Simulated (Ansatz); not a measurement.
# Li2S (Fm-3m) in Ansatz: equation of state

How stiff is Li2S in PBEsol, and what volume does it want? The cell is scaled to several volumes.

All numbers are computed with Ansatz 0.2.0; they aren't measurements. Logs are shortened: lines on timing, memory, paths and dates and some standing lists are left out, and cuts for length are marked.

**1. Starting point**

It takes space group Fm-3m (No. 225, cubic). The conventional cell has a = 5.689 Å, b = 5.689 Å, c = 5.689 Å, α = 90.00°, β = 90.00°, γ = 90.00°. S (site symmetry m-3m) has 8 Li at 2.46 Å as nearest neighbours. Li (site symmetry -43m) has 4 S at 2.46 Å as nearest neighbours.

**2. Equation of state, PBEsol**

Potentials or basis: all-electron LAPW, scalar-relativistic.

This step only gathers the single runs of the series.

Results:

| Item | Value |
| --- | --- |
| Equilibrium volume | 15.06 Å³/atom |
| Bulk modulus | 42 GPa |
| Pressure derivative of the bulk modulus | 3.9 |

Energy against volume, from the lowest point:
```
volume (Å³/atom)  energy (meV/atom)
          14.423               3.79
          14.730               0.98
          15.037               0.00
          15.344               0.68
          15.650               2.85
          15.957               6.39
          16.264              11.16
```
